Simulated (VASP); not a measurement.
# WSe2 in VASP: further runs, part 2 of 2

VASP 6.6.1. The steps go on from the part before.

## (3) Work function, PBE

INCAR reads:

```
SYSTEM = WSe2
ALGO = Fast ; EDIFF = 1E-6
ENCUT = 520 ; GGA = PE
ISIF = 2 ; ISMEAR = -1
LASPH = .TRUE. ; LCHARG = .TRUE.
LELF = .TRUE. ; LREAL = .FALSE.
LVACPOTAV = .TRUE. ; LVHAR = .TRUE.
LWAVE = .FALSE. ; NELM = 100
PREC = Accurate ; SIGMA = 0.05
```

KPOINTS reads:

```
k-points
0
G
  10 10 1
  0 0 0
```

POSCAR reads:

```
WSe2
1.0
    3.2820000000      0.0000000000      0.0000000000
   -1.6410000000      2.8422953752      0.0000000000
    0.0000000000      0.0000000000     21.3500000000
Se W
2 1
Direct
    0.6666666667      0.3333333333      0.4215456674
    0.6666666667      0.3333333333      0.5784543326
    0.3333333333      0.6666666667      0.5000000000
```

Potentials or basis: VASP PAW PBE potentials, release 64 (Se, W_sv).

Run with:

```bash
$ cat potpaw_PBE.64/Se/POTCAR potpaw_PBE.64/W_sv/POTCAR > POTCAR
$ mpirun -np 1 vasp_std > vasp.out
```

OUTCAR:

```text
SYSTEM = WSe2
   EDIFF = 1E-6
   ENCUT = 520
   GGA = PE
   ISIF = 2
   ISMEAR = -1
   LASPH = .TRUE.
   LREAL = .FALSE.
   NELM = 100
   PREC = Accurate

 ion  position               nearest neighbor table
   1  0.667  0.333  0.422-   3 2.53   3 2.53   3 2.53
   2  0.667  0.333  0.578-   3 2.53   3 2.53   3 2.53
   3  0.333  0.667  0.500-   1 2.53   2 2.53   1 2.53   2 2.53   1 2.53   2 2.53

  LATTYP: Found a hexagonal cell.
 ALAT       =     3.2820000000
 C/A-ratio  =     6.5051797684

  Lattice vectors:

 A1 = (   3.2820000000,   0.0000000000,   0.0000000000)
 A2 = (  -1.6410000000,   2.8422953752,   0.0000000000)
 A3 = (   0.0000000000,   0.0000000000,  21.3500000000)

Analysis of symmetry for initial positions (statically):
=====================================================================
 Subroutine PRICEL returns:
 Original cell was already a primitive cell.

 Routine SETGRP: Setting up the symmetry group for a
 hexagonal supercell.

 Subroutine GETGRP returns: Found 12 space group operations
 (whereof 12 operations were pure point group operations)
 out of a pool of 24 trial point group operations.

The static configuration has the point symmetry D_3h.

Analysis of symmetry for dynamics (positions and initial velocities):
=====================================================================
 Subroutine PRICEL returns:
 Original cell was already a primitive cell.

 Routine SETGRP: Setting up the symmetry group for a
 hexagonal supercell.

 Subroutine GETGRP returns: Found 12 space group operations
 (whereof 12 operations were pure point group operations)
 out of a pool of 24 trial point group operations.

The dynamic configuration has the point symmetry D_3h.

 Subroutine INISYM returns: Found 12 space group operations
 (whereof 12 operations are pure point group operations),
 and found     1 'primitive' translations

----------------------------------------------------------------------------------------

                                     Primitive cell

  volume of cell :     199.1616

  direct lattice vectors                    reciprocal lattice vectors
     3.282000000  0.000000000  0.000000000     0.304692261  0.175914159  0.000000000
    -1.641000000  2.842295375  0.000000000     0.000000000  0.351828318  0.000000000
     0.000000000  0.000000000 21.350000000     0.000000000  0.000000000  0.046838407

  length of vectors
     3.282000000  3.282000000 21.350000000     0.351828318  0.351828318  0.046838407

  position of ions in fractional coordinates (direct lattice)
     0.666666667  0.333333333  0.421545667
     0.666666667  0.333333333  0.578454333
     0.333333333  0.666666667  0.500000000

  ion indices of the primitive-cell ions
   primitive index   ion index
                 1           1
                 2           2
                 3           3

----------------------------------------------------------------------------------------

 KPOINTS: k-points

Automatic generation of k-mesh.
 Grid dimensions read from file:
 generate k-points for:   10   10    1

 Generating k-lattice:

  Cartesian coordinates                     Fractional coordinates (reciprocal lattice)
     0.030469226  0.017591416  0.000000000     0.100000000  0.000000000  0.000000000
     0.000000000  0.035182832  0.000000000     0.000000000  0.100000000  0.000000000
     0.000000000  0.000000000  0.046838407     0.000000000  0.000000000  1.000000000

  Length of vectors
     0.035182832  0.035182832  0.046838407

  Shift w.r.t. Gamma in fractional coordinates (k-lattice)
     0.000000000  0.000000000  0.000000000

 Subroutine IBZKPT returns following result:
 ===========================================

 Found     14 irreducible k-points:

 Following reciprocal coordinates:
            Coordinates               Weight
  0.000000  0.000000  0.000000      1.000000
  0.100000  0.000000  0.000000      6.000000
  0.200000  0.000000  0.000000      6.000000
  0.300000  0.000000  0.000000      6.000000
  0.400000 -0.000000  0.000000      6.000000
  0.500000  0.000000  0.000000      3.000000
  0.100000  0.100000  0.000000      6.000000
  0.200000  0.100000  0.000000     12.000000
  0.300000  0.100000  0.000000     12.000000
  0.400000  0.100000  0.000000     12.000000
  0.200000  0.200000  0.000000      6.000000
  0.300000  0.200000  0.000000     12.000000
  0.400000  0.200000  0.000000      6.000000
  0.300000  0.300000  0.000000      6.000000
   k-points           NKPTS =     14   k-points in BZ     NKDIM =     14   number of bands    NBANDS=     17
   number of dos      NEDOS =    301   number of ions     NIONS =      3
   total plane-waves  NPLWV =  92160
   dimension x,y,z NGX =    24 NGY =   24 NGZ =  160
   dimension x,y,z NGXF=    48 NGYF=   48 NGZF=  320
   ions per type =               2   1
   NGX,Y,Z   is equivalent  to a cutoff of  12.16, 12.16, 12.46 a.u.
   NGXF,Y,Z  is equivalent  to a cutoff of  24.31, 24.31, 24.92 a.u.
 SYSTEM =  WSe2
   PREC   = accura    normal or accurate (medium, high low for compatibility)
   ISTART =      0    job   : 0-new  1-cont  2-samecut
   ICHARG =      2    charge: 1-file 2-atom 10-const
   ISPIN  =      1    spin polarized calculation?
   LNONCOLLINEAR =      F non collinear calculations
   LSORBIT =      F    spin-orbit coupling
   LASPH  =      T    aspherical Exc in radial PAW
   ENCUT  =  520.0 eV  38.22 Ry    6.18 a.u.   6.10  6.10 39.70*2*pi/ulx,y,z
   NELM   =    100;   NELMIN=  2; NELMDL= -5     # of ELM steps
   EDIFF  = 0.1E-05   stopping-criterion for ELM
   LREAL  =      F    real-space projection
   EDIFFG = 0.1E-04   stopping-criterion for IOM
   NSW    =      0    number of steps for IOM
   IBRION =     -1    ionic relax: 0-MD 1-quasi-New 2-CG
   NFREE  =      0    steps in history (QN), initial steepest desc. (CG)
   ISIF   =      2    stress and relaxation
   ISYM   =      2    0-nonsym 1-usesym 2-fastsym
   POTIM  = 0.5000    time-step for ionic-motion
   TEBEG  =    0.0;   TEEND  =   0.0 temperature during run
   PSTRESS=    0.0 pullay stress
   NELECT =      26.0000    total number of electrons
   NUPDOWN=      -1.0000    fix difference up-down
   EMIN   =  10.00;   EMAX   =-10.00  energy-range for DOS
   EFERMI =   0.00;   METHOD = LEGACY
   ISMEAR =    -1;   SIGMA  =   0.05  broadening in eV -4-tet -1-fermi 0-gaus
   EFERMI_NEDOS =   21; number of points for ismear=-14 and -15
   IALGO  =     68    algorithm
   IMIX   =      4    mixing-type and parameters
     AMIX     =   0.40;   BMIX     =  1.00
     AMIX_MAG =   1.60;   BMIX_MAG =  1.00
  volume/ion in A,a.u.               =      66.39       448.00
  Fermi-wavevector in a.u.,A,eV,Ry     =   0.830483  1.569385  9.383965  0.689702
  Thomas-Fermi vector in A             =   1.943208
   LORBIT       =      0    0 simple, 1 ext, 2 COOP (PROOUT), +10 PAW based schemes
   GGA     = PE    functional components
   LHFCALC =     F    Hartree Fock is set to
   AEXX    =    0.0000 exact exchange contribution
   IVDW    =     0    specifies the selected vdW correction
   LEPSILON=     F    determine dielectric tensor
   LRPA    =     F    only Hartree local field effects (RPA)
 non-spin polarized calculation
 RMM-DIIS sequential band-by-band and
  energy-cutoff  :      520.00
  volume of cell :      199.16
 maximum number of plane-waves:      5414
   NGX = 13   NGY = 13   NGZ = 79

 number of electron      25.9999991 magnetization

 Free energy of the ion-electron system (eV)
  ---------------------------------------------------
  ext. energy  EPLUGINS =         0.00000000
  ---------------------------------------------------
  free energy    TOTEN  =       -21.60366320 eV

  energy without entropy =      -21.60366319  energy(sigma->0) =      -21.60366320

 E-fermi :  -0.9132     XC(G=0):  -3.8183

 val. band max:       -1.8389319203   @ k =   0.3000   0.3000   0.0000
 cond. band min:       0.0472664470   @ k =   0.2000   0.2000   0.0000
 fundamental gap:      1.8861983673
 Fermi energy:        -0.9132177964

 k-point     1 :       0.0000    0.0000    0.0000
  band No.  band energies     occupation
      1     -75.7241      2.00000
      2     -39.9755      2.00000
      3     -39.8420      2.00000
      4     -39.8420      2.00000
      5     -16.5557      2.00000
      6     -15.2783      2.00000
[... 257 lines left out ...]
      4     -39.9242      2.00000
      5     -14.2675      2.00000
      6     -14.1474      2.00000
[... 9 lines left out ...]
     16       1.6972      0.00000
     17       3.4095      0.00000

------------------------ aborting loop because EDIFF is reached ----------------------------------------

  FORCE on cell =-STRESS in cart. coord.  units (eV):
  Direction    XX          YY          ZZ          XY          YZ          ZX
  --------------------------------------------------------------------------------------
  -------------------------------------------------------------------------------------
  Total        1.4899022      1.4899022      1.1771041      0.0000000      0.0000000      0.0000000
  in kB       11.9856799     11.9856799      9.4693419      0.0000000      0.0000000      0.0000000
  external PRESSURE =      11.1469006 kB  Pullay stress =       0.0000000 kB

 VOLUME and BASIS-vectors are now :
 -----------------------------------------------------------------------------
  energy-cutoff  :      520.00
  volume of cell :      199.16
      direct lattice vectors                 reciprocal lattice vectors
     3.282000000  0.000000000  0.000000000     0.304692261  0.175914159  0.000000000
    -1.641000000  2.842295375  0.000000000     0.000000000  0.351828318  0.000000000
     0.000000000  0.000000000 21.350000000     0.000000000  0.000000000  0.046838407

 POSITION                                       TOTAL-FORCE (eV/Angst)
 -----------------------------------------------------------------------------------
      1.64100      0.94743      9.00000        -0.000000     -0.000000     -0.354965
      1.64100      0.94743     12.35000        -0.000000      0.000000      0.354965
     -0.00000      1.89486     10.67500         0.000000      0.000000      0.000000
 -----------------------------------------------------------------------------------
    total drift:                                0.000000     -0.000000     -0.000000

  FREE ENERGIE OF THE ION-ELECTRON SYSTEM (eV)
  ---------------------------------------------------
  free  energy   TOTEN  =       -21.6036631962 eV

  energy  without entropy=      -21.6036631938  energy(sigma->0) =      -21.60366320
```

It took 37 s on 1 thread of Intel Xeon Platinum 8488C (Sapphire Rapids), shared host; peak memory 0.31 GiB.

What came out:

| Item | Value |
| --- | --- |
| Free energy | -21.6037 eV |
| Largest force | 0.355 eV/Å |
| Band gap on the k mesh | 1.89 eV, indirect (least direct gap 1.96 eV) |

Forces in eV/Å, atoms in the order of the input:
```
Se   0.000  0.000 -0.355
Se   0.000  0.000  0.355
W    0.000  0.000  0.000
```

Caveat: spin-orbit coupling is left out, which moves the levels of the heavy elements.

## (4) Work function, PBE, non-collinear spin, zero start, spin-orbit coupling

INCAR reads:

```
SYSTEM = WSe2
ALGO = Fast ; EDIFF = 1E-6
ENCUT = 520 ; GGA = PE
GGA_COMPAT = .FALSE. ; ISIF = 2
ISMEAR = -1 ; LASPH = .TRUE.
LCHARG = .TRUE. ; LMAXMIX = 4
LORBIT = 11 ; LREAL = .FALSE.
LSORBIT = .TRUE. ; LVACPOTAV = .TRUE.
LVHAR = .TRUE. ; LWAVE = .FALSE.
MAGMOM = 0 0 0 0 0 0 0 0 0 ; NELM = 100
PREC = Accurate ; SIGMA = 0.05
```

KPOINTS is that of step 3.

POSCAR is that of step 3.

Potentials or basis: VASP PAW PBE potentials, release 64 (Se, W_sv).

Run with:

```bash
$ cat potpaw_PBE.64/Se/POTCAR potpaw_PBE.64/W_sv/POTCAR > POTCAR
$ mpirun -np 1 vasp_ncl > vasp.out
```

OUTCAR:

```text
SYSTEM = WSe2
   EDIFF = 1E-6
   ENCUT = 520
   GGA = PE
   ISIF = 2
   ISMEAR = -1
   LASPH = .TRUE.
   LORBIT = 11
   LREAL = .FALSE.
   LSORBIT = .TRUE.
   NELM = 100
   PREC = Accurate

 ion  position               nearest neighbor table
   1  0.667  0.333  0.422-   3 2.53   3 2.53   3 2.53
   2  0.667  0.333  0.578-   3 2.53   3 2.53   3 2.53
   3  0.333  0.667  0.500-   1 2.53   2 2.53   1 2.53   2 2.53   1 2.53   2 2.53

  LATTYP: Found a hexagonal cell.
 ALAT       =     3.2820000000
 C/A-ratio  =     6.5051797684

  Lattice vectors:

 A1 = (   3.2820000000,   0.0000000000,   0.0000000000)
 A2 = (  -1.6410000000,   2.8422953752,   0.0000000000)
 A3 = (   0.0000000000,   0.0000000000,  21.3500000000)

Analysis of symmetry for initial positions (statically):
=====================================================================
 Subroutine PRICEL returns:
 Original cell was already a primitive cell.

 Routine SETGRP: Setting up the symmetry group for a
 hexagonal supercell.
[... 1049 lines left out ...]
     0.0000063     0.0000000     0.0000045     0.0000133     0.0000063
     0.0000000     0.0000045     0.0000000     0.0000045     0.0000000
     0.0000063     0.0000133     0.0000045     0.0000000     0.0000063
     0.0000032     0.0000063     0.0000000     0.0000063     0.0000000
 l=   3
     0.0000000     0.0000000     0.0000000     0.0000000     0.0000000     0.0000000     0.0000000
     0.0000000     0.0000000     0.0000000     0.0000000     0.0000000     0.0000000     0.0000000
     0.0000000     0.0000000     0.0000000     0.0000000     0.0000000     0.0000000     0.0000000
     0.0000000     0.0000000     0.0000000     0.0000000     0.0000000     0.0000000     0.0000000
[... 29 lines left out ...]
 l=   2
     0.0000000    -0.0056325     0.0000000    -0.0056325    -0.0260500
    -0.0056325     0.0000000    -0.0178673    -0.0049998    -0.0056325
     0.0000000    -0.0178673     0.0000000    -0.0178673     0.0000000
    -0.0056325    -0.0049998    -0.0178673     0.0000000    -0.0056325
    -0.0260500    -0.0056325     0.0000000    -0.0056325     0.0000000
 l=   3
     0.0000000     0.0000000     0.0000000     0.0000000     0.0000000     0.0000000     0.0000000
     0.0000000     0.0000000     0.0000000     0.0000000     0.0000000     0.0000000     0.0000000
     0.0000000     0.0000000     0.0000000     0.0000000     0.0000000     0.0000000     0.0000000
     0.0000000     0.0000000     0.0000000     0.0000000     0.0000000     0.0000000     0.0000000
     0.0000000     0.0000000     0.0000000     0.0000000     0.0000000     0.0000000     0.0000000
     0.0000000     0.0000000     0.0000000     0.0000000     0.0000000     0.0000000     0.0000000
     0.0000000     0.0000000     0.0000000     0.0000000     0.0000000     0.0000000     0.0000000

 total charge

# of ion       s       p       d       tot
------------------------------------------
    1        1.474   2.359   0.070   3.903
    2        1.474   2.359   0.070   3.903
    3        2.311   6.288   3.394  11.993
--------------------------------------------------
tot          5.259  11.006   3.534  19.800

 magnetization (x)

# of ion       s       p       d       tot
------------------------------------------
    1       -0.000   0.000  -0.000  -0.000
    2        0.000   0.000   0.000   0.000
    3       -0.000  -0.000  -0.000  -0.000
--------------------------------------------------
tot          0.000  -0.000   0.000   0.000

 magnetization (y)

# of ion       s       p       d       tot
------------------------------------------
    1        0.000   0.000   0.000   0.000
    2        0.000  -0.000  -0.000  -0.000
    3       -0.000   0.000  -0.000  -0.000
--------------------------------------------------
tot         -0.000   0.000  -0.000  -0.000

 magnetization (z)

# of ion       s       p       d       tot
------------------------------------------
    1       -0.000  -0.000  -0.000  -0.000
    2       -0.000  -0.000  -0.000  -0.000
    3        0.000  -0.000  -0.000  -0.000
--------------------------------------------------
tot         -0.000  -0.000  -0.000  -0.000
```

OSZICAR:

```text
N       E                     dE             d eps       ncg     rms          rms(c)
DAV:   1     0.221250164322E+03    0.22125E+03   -0.12773E+04  1856   0.122E+03
DAV:   2    -0.279580411415E+01   -0.22405E+03   -0.21834E+03  2044   0.279E+02
DAV:   3    -0.228638569116E+02   -0.20068E+02   -0.19939E+02  1914   0.828E+01
[... 13 lines left out ...]
RMM:  17    -0.224191676775E+02   -0.59975E-04   -0.43022E-06  1687   0.124E-02    0.259E-03
RMM:  18    -0.224191942621E+02   -0.26585E-04   -0.15143E-06  1404   0.607E-03    0.234E-03
RMM:  19    -0.224192109881E+02   -0.16726E-04   -0.71493E-07  1335   0.359E-03    0.137E-03
RMM:  20    -0.224192190972E+02   -0.81091E-05   -0.47597E-07  1295   0.246E-03    0.407E-04
RMM:  21    -0.224192201753E+02   -0.10782E-05   -0.56676E-08   864   0.123E-03    0.239E-04
RMM:  22    -0.224192210323E+02   -0.85697E-06   -0.83217E-08   856   0.128E-03
   1 F= -.22419221E+02 E0= -.22419221E+02  d E =-.270922E-07  mag=    -0.0000     0.0000    -0.0000
```

Run time: 5.5 min. Hardware: 1 thread of Intel Xeon Platinum 8488C (Sapphire Rapids), shared host; peak memory 0.77 GiB.

What came out:

```yaml
Free_energy: -22.4192 eV
Largest_force: 0.385 eV/Å
Net_moment: 0.00 μB per cell
Valence_electrons_inside_the_program's_atomic_spheres: Se 3.90; W 11.99
```

Forces on the atoms (eV/Å):
```
Se   0.000  0.000 -0.385
Se   0.000  0.000  0.385
W    0.000  0.000  0.000
```

Moments on the atoms (μB; x, y, z):
```
Se  0.00 0.00 0.00
Se  0.00 0.00 0.00
W   0.00 0.00 0.00
```

## (5) The runs side by side

```csv
level,potentials or basis,spin,gap on the mesh (eV),largest force (eV/Å)
LDA,"VASP PAW LDA potentials, release 64 (Se, W_sv)",off,1.87,0.32
PBE,"VASP PAW PBE potentials, release 64 (Se, W_sv)",off,1.89,0.35
PBE,"VASP PAW PBE potentials, release 64 (Se, W_sv)","non-collinear, zero start, SOC",-,0.39
```

Alike in all rows: task work function; cell as given; k mesh 10 × 10 × 1; cutoff (eV) 520; smearing fermi-dirac 0.05 eV.

Caveats: spin-orbit coupling is left out, which moves the levels of the heavy elements (some runs).

Absolute energies hang on the potentials; compare differences alone.
